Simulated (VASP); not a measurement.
# Si2W (P6_222) in VASP: settings compared

The runs below take Si2W through phonons, chemical shielding, Berry-phase polarisation, equation of state, with PBE, LDA.

All numbers are computed with VASP 6.6.1; they aren't measurements. Logs are shortened: lines on timing, memory, paths and dates and some standing lists are left out, and cuts for length are marked.

### Step 1. The crystal as given

It takes space group P6_222 (No. 180, hexagonal). The conventional cell has a = 4.617 Å, b = 4.617 Å, c = 6.653 Å, α = 90.00°, β = 90.00°, γ = 120.00°. W (site symmetry 222) is surrounded by 10 Si at 2.59 to 2.69 Å. Si (site symmetry 2) has 5 Si at 2.57 to 2.69 Å and 5 W at 2.59 to 2.69 Å as nearest neighbours.

Measurements of this composition are mostly on another form, of space group No. 139.

### Step 2. Phonons, PBE

File POSCAR:

```
Si2W
1.0
    4.6168523821      0.0000000000      0.0000000000
   -2.3084261911      3.9983114484      0.0000000000
    0.0000000000      0.0000000000      6.6532220000
W Si
3 6
Direct
    0.5000000000      0.0000000000      0.5000000000
    0.5000000000      0.5000000000      0.8333333333
    0.0000000000      0.5000000000      0.1666666667
    0.3272520000      0.1636260000      0.1666666667
    0.8363740000      0.1636260000      0.8333333333
    0.1636260000      0.3272520000      0.5000000000
    0.6727480000      0.8363740000      0.1666666667
    0.1636260000      0.8363740000      0.8333333333
    0.8363740000      0.6727480000      0.5000000000
```

File INCAR.step1:

```
PREC = Accurate
ENCUT = 600
EDIFF = 1E-8
ISMEAR = 0
SIGMA = 0.02
LREAL = F
LASPH = T
NELM = 80
ALGO = Fast
ISIF = 3
LWAVE = F
LCHARG = F
GGA = PE
IBRION = 2
NSW = 40
EDIFFG = -0.002
```

File INCAR.step2:

```
PREC = Accurate
ENCUT = 600
EDIFF = 1E-8
ISMEAR = 0
SIGMA = 0.02
LREAL = F
LASPH = T
NELM = 80
ALGO = Fast
ISIF = 2
LWAVE = F
LCHARG = F
GGA = PE
IBRION = 8
NSW = 1
```

File KPOINTS:

```
Automatic mesh
0
Gamma
  5 5 3
```

Potentials or basis: VASP PAW PBE potentials, release 64 (W_sv, Si).

Run with:

```sh
$ cat potpaw_PBE.64/W_sv/POTCAR potpaw_PBE.64/Si/POTCAR > POTCAR
$ cp INCAR.step1 INCAR
$ mpirun -np 1 vasp_std > vasp.out
$ cp CONTCAR POSCAR
$ cp INCAR.step2 INCAR
$ mpirun -np 1 vasp_std > vasp.out
```

OUTCAR:

```text
PREC = Accurate
   ENCUT = 600
   EDIFF = 1E-8
   ISMEAR = 0
   LREAL = F
   LASPH = T
   NELM = 80
   ISIF = 2
   GGA = PE
   IBRION = 8
   NSW = 1

 ion  position               nearest neighbor table
   1  0.500  0.000  0.500-   5 2.59   8 2.59   7 2.59   4 2.59   6 2.65   9 2.65   9 2.65   6 2.65
                             6 2.69   9 2.69   3 3.20   3 3.20   2 3.20   2 3.20
   2  0.500  0.500  0.833-   6 2.59   9 2.59   7 2.59   4 2.59   8 2.65   5 2.65   8 2.65   5 2.65
                             8 2.69   5 2.69   1 3.20   1 3.20   3 3.20   3 3.20
   3  0.000  0.500  0.167-   6 2.59   9 2.59   8 2.59   5 2.59   4 2.65   7 2.65   7 2.65   4 2.65
                             7 2.69   4 2.69   1 3.20   1 3.20   2 3.20   2 3.20
   4  0.327  0.164  0.167-   6 2.57   8 2.57   1 2.59   2 2.59   7 2.62   3 2.65   3 2.65   3 2.69
                             7 2.69   7 2.69
   5  0.836  0.164  0.833-   6 2.57   7 2.57   1 2.59   3 2.59   8 2.62   2 2.65   2 2.65   2 2.69
                             8 2.69   8 2.69
   6  0.164  0.327  0.500-   5 2.57   4 2.57   2 2.59   3 2.59   9 2.62   1 2.65   1 2.65   1 2.69
                             9 2.69   9 2.69
   7  0.673  0.836  0.167-   9 2.57   5 2.57   1 2.59   2 2.59   4 2.62   3 2.65   3 2.65   3 2.69
                             4 2.69   4 2.69
   8  0.164  0.836  0.833-   9 2.57   4 2.57   1 2.59   3 2.59   5 2.62   2 2.65   2 2.65   2 2.69
                             5 2.69   5 2.69
   9  0.836  0.673  0.500-   8 2.57   7 2.57   2 2.59   3 2.59   6 2.62   1 2.65   1 2.65   1 2.69
                             6 2.69   6 2.69

  LATTYP: Found a hexagonal cell.
 ALAT       =     4.6159886543
 C/A-ratio  =     1.4390322401

  Lattice vectors:

 A1 = (   4.6159886543,   0.0000000000,   0.0000000000)
[... 684 lines left out ...]
               1X          1Y          1Z          2X          2Y          2Z          3X          3Y          3Z          4X          4Y          4Z          5X          5Y          5Z          6X          6Y          6Z          7X          7Y          7Z          8X          8Y          8Z          9X          9Y          9Z
  1X   -17.368036    0.000000    0.000000    2.067274   -0.958699    0.000000    2.067274    0.958699    0.000000    1.207706   -0.247234    1.518165    1.207706    0.247234    1.518165    4.201333   -0.000000    1.291541    1.207706   -0.247234   -1.518165    1.207706    0.247234   -1.518165    4.201333   -0.000000   -1.291541
  1Y     0.000000  -16.024038    0.000000   -1.405079    3.431974    0.000000    1.405079    3.431974    0.000000   -0.339771    0.593553   -0.688415    0.339771    0.593553    0.688415   -0.000000    3.392938    0.000000   -0.339771    0.593553    0.688415    0.339771    0.593553   -0.688415   -0.000000    3.392938   -0.000000
  1Z     0.000000    0.000000  -21.211409    0.000000    0.000000    4.691650    0.000000    0.000000    4.691650    2.101643   -0.359335    1.912809    2.101643    0.359335    1.912809    0.122691    0.000000    2.088436   -2.101643    0.359335    1.912809   -2.101643   -0.359335    1.912809   -0.122691   -0.000000    2.088436
  2X     2.067253   -1.405067    0.000000  -16.360037   -0.581968   -0.000000    4.114345    0.223202    0.000000    0.492911    0.072916   -0.162897    3.595037    0.350045    0.645770    1.001272    0.458956    1.355268    0.492911    0.072916    0.162897    3.595037    0.350045   -0.645770    1.001272    0.458956   -1.355268
  2Y    -0.958687    3.431995    0.000000   -0.581968  -17.032036   -0.000000   -0.223178    1.384903    0.000000    0.165453    1.308348   -1.658977    0.350045    3.999234    1.118507    0.366418    0.799987    0.970562    0.165453    1.308348    1.658977    0.350045    3.999234   -1.118507    0.366418    0.799987   -0.970562
  2Z     0.000000    0.000000    4.691650    0.000000    0.000000  -21.211409   -0.000000    0.000000    4.691650   -0.739628   -1.999743    1.912809    0.061345    0.106253    2.088436    1.362014    1.640408    1.912809    0.739628    1.999743    1.912809   -0.061345   -0.106253    2.088436   -1.362014   -1.640408    1.912809
  3X     2.067253    1.405067    0.000000    4.114345   -0.223202    0.000000  -16.360037    0.581968    0.000000    3.595037   -0.350045    0.645770    0.492911   -0.072916   -0.162897    1.001272   -0.458956    1.355268    3.595037   -0.350045   -0.645770    0.492911   -0.072916    0.162897    1.001272   -0.458956   -1.355268
  3Y     0.958687    3.431995   -0.000000    0.223178    1.384903    0.000000    0.581968  -17.032036   -0.000000   -0.350045    3.999234   -1.118507   -0.165453    1.308348    1.658977   -0.366418    0.799987   -0.970562   -0.350045    3.999234    1.118507   -0.165453    1.308348   -1.658977   -0.366418    0.799987    0.970562
  3Z     0.000000   -0.000000    4.691650    0.000000    0.000000    4.691650    0.000000   -0.000000  -21.211409    0.061345   -0.106253    2.088436   -0.739628    1.999743    1.912809    1.362014   -1.640408    1.912809   -0.061345    0.106253    2.088436    0.739628   -1.999743    1.912809   -1.362014    1.640408    1.912809
  4X     1.208147   -0.341554    2.106071    0.493840    0.167814   -0.743641    3.596840   -0.351583    0.059485  -10.141714    0.481740   -0.692841    0.912848    0.010728    0.241097    0.771618   -0.842774   -1.239210    3.711290    0.181649   -0.025179   -0.467688    0.128130    0.200674   -0.085181    0.565849    0.093544
  4Y    -0.244591    0.594149   -0.357259    0.070851    1.308456   -2.002541   -0.351583    4.002813   -0.103031    0.481740  -10.697980    1.200035   -0.010363   -0.418068   -0.247212   -0.587383   -0.055088    0.483740    0.181649    3.501540    0.043612   -0.127260    1.184217    1.315057    0.586940    0.579961   -0.332402
  4Z     1.517255   -0.688864    1.914754   -0.162054   -1.658413    1.914754    0.645486   -1.118015    2.080176   -0.692598    1.199614  -11.787387    0.241746    0.248764    1.065644   -1.041073    0.830348    2.427176    0.026112   -0.045227   -1.107937   -0.198566    1.316770    2.427176   -0.336309   -0.084977    1.065644
  5X     1.208147    0.341554    2.106071    3.596840    0.351583    0.059485    0.493840   -0.167814   -0.743641    0.912848   -0.010728    0.241097  -10.141714   -0.481740   -0.692841    0.771618    0.842774   -1.239210   -0.467688   -0.128130    0.200674    3.711290   -0.181649   -0.025179   -0.085181   -0.565849    0.093544
  5Y     0.244591    0.594149    0.357259    0.351583    4.002813    0.103031   -0.070851    1.308456    2.002541    0.010363   -0.418068    0.247212   -0.481740  -10.697980   -1.200035    0.587383   -0.055088   -0.483740    0.127260    1.184217   -1.315057   -0.181649    3.501540   -0.043612   -0.586940    0.579961    0.332402
  5Z     1.517255    0.688864    1.914754    0.645486    1.118015    2.080176   -0.162054    1.658413    1.914754    0.241746   -0.248764    1.065644   -0.692598   -1.199614  -11.787387   -1.041073   -0.830348    2.427176   -0.198566   -1.316770    2.427176    0.026112    0.045227   -1.107937   -0.336309    0.084977    1.065644
  6X     4.205799   -0.000000    0.118969    1.001457    0.363924    1.362431    1.001457   -0.363924    1.362431    0.770864   -0.587818   -1.038536    0.770864    0.587818   -1.038536  -10.976113    0.000000   -1.385681   -0.085497    0.586757    0.334640   -0.085497   -0.586757    0.334640    3.396665   -0.000000   -0.050359
  6Y    -0.000000    3.393853    0.000000    0.460886    0.800839    1.645282   -0.460886    0.800839   -1.645282   -0.843209   -0.054335    0.831318    0.843209   -0.054335   -0.831318    0.000000   -9.863581   -0.000000    0.565667    0.580277    0.085190   -0.565667    0.580277   -0.085190   -0.000000    3.816165   -0.000000
  6Z     1.290973    0.000000    2.080176    1.355201    0.969549    1.914754    1.355201   -0.969549    1.914754   -1.239639    0.486422    2.427176   -1.239639   -0.486422    2.427176   -1.385195   -0.000000  -11.787387   -0.094563    0.333740    1.065644   -0.094563   -0.333740    1.065644    0.052223    0.000000   -1.107937
  7X     1.208147   -0.341554   -2.106071    0.493840    0.167814    0.743641    3.596840   -0.351583   -0.059485    3.711290    0.181649    0.025179   -0.467688    0.128130   -0.200674   -0.085181    0.565849   -0.093544  -10.141714    0.481740    0.692841    0.912848    0.010728   -0.241097    0.771618   -0.842774    1.239210
  7Y    -0.244591    0.594149    0.357259    0.070851    1.308456    2.002541   -0.351583    4.002813    0.103031    0.181649    3.501540   -0.043612   -0.127260    1.184217   -1.315057    0.586940    0.579961    0.332402    0.481740  -10.697980   -1.200035   -0.010363   -0.418068    0.247212   -0.587383   -0.055088   -0.483740
  7Z    -1.517255    0.688864    1.914754    0.162054    1.658413    1.914754   -0.645486    1.118015    2.080176   -0.026112    0.045227   -1.107937    0.198566   -1.316770    2.427176    0.336309    0.084977    1.065644    0.692598   -1.199614  -11.787387   -0.241746   -0.248764    1.065644    1.041073   -0.830348    2.427176
  8X     1.208147    0.341554   -2.106071    3.596840    0.351583   -0.059485    0.493840   -0.167814    0.743641   -0.467688   -0.128130   -0.200674    3.711290   -0.181649    0.025179   -0.085181   -0.565849   -0.093544    0.912848   -0.010728   -0.241097  -10.141714   -0.481740    0.692841    0.771618    0.842774    1.239210
  8Y     0.244591    0.594149   -0.357259    0.351583    4.002813   -0.103031   -0.070851    1.308456   -2.002541    0.127260    1.184217    1.315057   -0.181649    3.501540    0.043612   -0.586940    0.579961   -0.332402    0.010363   -0.418068   -0.247212   -0.481740  -10.697980    1.200035    0.587383   -0.055088    0.483740
  8Z    -1.517255   -0.688864    1.914754   -0.645486   -1.118015    2.080176    0.162054   -1.658413    1.914754    0.198566    1.316770    2.427176   -0.026112   -0.045227   -1.107937    0.336309   -0.084977    1.065644   -0.241746    0.248764    1.065644    0.692598    1.199614  -11.787387    1.041073    0.830348    2.427176
  9X     4.205799   -0.000000   -0.118969    1.001457    0.363924   -1.362431    1.001457   -0.363924   -1.362431   -0.085497    0.586757   -0.334640   -0.085497   -0.586757   -0.334640    3.396665   -0.000000    0.050359    0.770864   -0.587818    1.038536    0.770864    0.587818    1.038536  -10.976113    0.000000    1.385681
  9Y    -0.000000    3.393853   -0.000000    0.460886    0.800839   -1.645282   -0.460886    0.800839    1.645282    0.565667    0.580277   -0.085190   -0.565667    0.580277    0.085190   -0.000000    3.816165    0.000000   -0.843209   -0.054335   -0.831318    0.843209   -0.054335    0.831318    0.000000   -9.863581    0.000000
  9Z    -1.290973   -0.000000    2.080176   -1.355201   -0.969549    1.914754   -1.355201    0.969549    1.914754    0.094563   -0.333740    1.065644    0.094563    0.333740    1.065644   -0.052223   -0.000000   -1.107937    1.239639   -0.486422    2.427176    1.239639    0.486422    2.427176    1.385195    0.000000  -11.787387

 Eigenvectors and eigenvalues of the dynamical matrix
   1 f  =   12.233493 THz    76.865305 2PiTHz  408.065411 cm-1    50.593640 meV
   2 f  =   12.233493 THz    76.865305 2PiTHz  408.065411 cm-1    50.593640 meV
   3 f  =   12.074817 THz    75.868313 2PiTHz  402.772543 cm-1    49.937408 meV
   4 f  =   11.684068 THz    73.413163 2PiTHz  389.738550 cm-1    48.321400 meV
   5 f  =   11.684068 THz    73.413163 2PiTHz  389.738550 cm-1    48.321400 meV
   6 f  =   11.005367 THz    69.148758 2PiTHz  367.099515 cm-1    45.514519 meV
[... 16 lines left out ...]
  23 f  =    4.564936 THz    28.682337 2PiTHz  152.269865 cm-1    18.879049 meV
  24 f  =    4.511170 THz    28.344515 2PiTHz  150.476424 cm-1    18.656690 meV
  25 f/i=    0.001385 THz     0.008705 2PiTHz    0.046211 cm-1     0.005729 meV
  26 f/i=    0.001414 THz     0.008886 2PiTHz    0.047175 cm-1     0.005849 meV
  27 f/i=    0.001414 THz     0.008886 2PiTHz    0.047175 cm-1     0.005849 meV

 ELASTIC MODULI CONTR FROM IONIC RELAXATION (kBar)
 Direction    XX          YY          ZZ          XY          YZ          ZX
 --------------------------------------------------------------------------------
 XX          -9.5209      9.5044      0.4218      0.0000     -0.0000     -0.0000
 YY           9.5044     -9.5209      0.4218      0.0000      0.0000      0.0000
 ZZ           0.4218      0.4218    -21.6188     -0.0000      0.0000     -0.0000
 XY           0.0000      0.0000     -0.0000     -9.5420     -0.0000     -0.0000
 YZ          -0.0000      0.0000      0.0000      0.0000   -123.7495      0.0000
 ZX          -0.0000      0.0000     -0.0000      0.0000      0.0000   -118.0200
 --------------------------------------------------------------------------------
```

Wall time 28 min (1 thread of AMD EPYC 9R45 (Zen 5), shared host); peak memory 0.62 GiB.

What came out:

| Property | Result |
| --- | --- |
| Relaxed volume | 13.62 Å³/atom |
| Relaxed cell | a = 4.616 Å, b = 4.616 Å, c = 6.643 Å, α = 90.00°, β = 90.00°, γ = 120.00° |
| Space group after relaxing (to 0.05 Å) | P6_222 (No. 180) |
| Highest phonon frequency at Γ, LO-TO splitting left out | 408 cm⁻¹ |

The path:
| step | energy change (eV) | largest force (eV/Å) | pressure (GPa) | volume (Å³) |
| --- | --- | --- | --- | --- |
| 1 | 0.0000 | 0.0129 | -0.46 | 122.82 |
| 2 | 0.0006 | 0.0038 | 0.82 | 122.13 |
| 3 | -0.0005 | 0.0062 | 0.05 | 122.54 |
| 4 | -0.0005 | 0.0063 | 0.04 | 122.54 |
| 5 | -0.0005 | 0.0005 | 0.00 | 122.57 |

Final structure:
```cif
data_structure
_symmetry_space_group_name_H-M 'P 1'
_symmetry_Int_Tables_number 1
_cell_length_a 4.6160
_cell_length_b 4.6160
_cell_length_c 6.6426
_cell_angle_alpha 90.000
_cell_angle_beta 90.000
_cell_angle_gamma 120.000
_cell_volume 122.57
loop_
_atom_site_label
_atom_site_type_symbol
_atom_site_fract_x
_atom_site_fract_y
_atom_site_fract_z
_atom_site_occupancy
W1 W 0.50000 0.00000 0.50000 1
W2 W 0.50000 0.50000 0.83333 1
W3 W 0.00000 0.50000 0.16667 1
Si1 Si 0.32739 0.16369 0.16667 1
Si2 Si 0.83631 0.16369 0.83333 1
Si3 Si 0.16369 0.32739 0.50000 1
Si4 Si 0.67261 0.83631 0.16667 1
Si5 Si 0.16369 0.83631 0.83333 1
Si6 Si 0.83631 0.67261 0.50000 1
```

Phonon frequencies in cm⁻¹ (negative: imaginary):
| q point | frequencies |
| --- | --- |
| (0.000, 0.000, 0.000) | 0 0 0 150 152 153 153 188 188 219 219 238 261 272 272 281 338 338 344 344 360 367 390 390 403 408 408 |

(Part 1 of 3 ends here.)
